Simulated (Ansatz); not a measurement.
Space group Fm-3m (No. 225). a = 4.417 Å, b = 4.417 Å, c = 4.417 Å, α = 90.00°, β = 90.00°, γ = 90.00°
```csv
atom,site,symmetry,x,y,z
Ta,4b,m-3m,0.5000,0.0000,0.0000
N,4a,m-3m,0.0000,0.0000,0.0000
```

Equation of state of this TaN structure (not necessarily the ground state), with shape and atoms relaxed at each volume where symmetry leaves them free. It has no gap at any of these volumes. Method: DFT PBE, scalar-relativistic, plane waves, PAW (Ansatz).

Plane waves to 420 eV, a k mesh through Γ of 16×16×16 on the computed 2-atom cell and Gaussian smearing (0.10 eV); no spin polarisation.

```
V (Å³/atom) E − E(largest V) (meV/atom) P (GPa)
     10.127                         8.56    23.38
     10.451                       -25.46    10.73
     10.774                       -35.94     0.00
     11.097                       -26.46    -9.12
     11.420                         0.00   -16.86
```

**Question.** Fit a third-order Birch–Murnaghan equation to E(V).

**Answer.** V0 = 10.77 Å³/atom, B0 = 329 GPa, B0' = 4.4.

Spin-orbit coupling is left out, which matters for the bands of heavy elements.

This rock-salt form isn't the usual stable structure of the compound.